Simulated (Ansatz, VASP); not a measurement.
**One calculation of Ba, two programs**

INCAR

```
SYSTEM = Ba
PREC = Accurate
ENCUT = 520
EDIFF = 1E-6
ISMEAR = -1
SIGMA = 0.1
LREAL = .FALSE.
LASPH = .TRUE.
NELM = 80
ALGO = Normal
ISIF = 2
LWAVE = .FALSE.
LCHARG = .TRUE.
GGA = PS
LELF = .TRUE.
LVHAR = .TRUE.
NBANDS = 17
```

Contents of KPOINTS:

```
regular mesh
0
G
  10 10 5
  0 0 0
```

Contents of POSCAR:

```
Ba
1.0
    4.3975011113      0.0000000000      0.0000000000
   -2.1987505556      3.8083476756      0.0000000000
    0.0000000000      0.0000000000      7.1946604314
Ba
2
Direct
    0.3333333333      0.6666666667      0.2500000000
    0.6666666667      0.3333333333      0.7500000000
```

Input for Ansatz:

```yaml
crystal:
  lattice:
    - [4.3975011113, 0.0, 0.0]
    - [-2.1987505556, 3.8083476756, 0.0]
    - [0.0, 0.0, 7.1946604314]
  atoms:
    - { symbol: Ba, position: [0.3333333333, 0.6666666667, 0.25] }
    - { symbol: Ba, position: [0.6666666667, 0.3333333333, 0.75] }
hamiltonian:
  xc: pbesol
  pseudopotentials:
    kind: paw
    azcp:
      Ba: "pseudopotentials/Ba.paw.azcp"
basis:
  ecutwfc: 420
  fft_grid_basis: typed
kpoints:
  mp_grid: { grid: [10, 10, 5], shift: [0, 0, 0] }
magnetization:
  spin_polarized: false
scf:
  occupations: { method: fermi_dirac, width: 0.1 }
  lower_state_search: "off"
output:
  stress: true
```

Alike in both runs: task single point; functional PBEsol; k mesh 10 × 10 × 5; occupations fermi-dirac, width 0.1 eV; no spin polarisation.

|  | VASP | Ansatz |
| --- | --- | --- |
| version | VASP 6.6.1 | Ansatz 0.2.0 |
| potentials or method | VASP PAW PBE potentials, release 64 (Ba_sv) | plane waves (420 eV) with PAW, scalar-relativistic |
| plane-wave cutoff (eV) | 520 | 420 |
| valence electrons in the cell | 20 | 20 |

Ansatz gave:

- pressure (GPa): -0.3

Question: Which values does VASP return?

Answer: Pressure (GPa): -0.2.

The functional is the same, so the differences come from potentials, cutoffs and numerics. Ansatz warned: «pseudo_functional_mismatch».

Caveats: the PAW data sets were made with another functional, which shifts forces and pressure a little (VASP). The runs have no spin-orbit coupling, so splittings on Ba are missing.
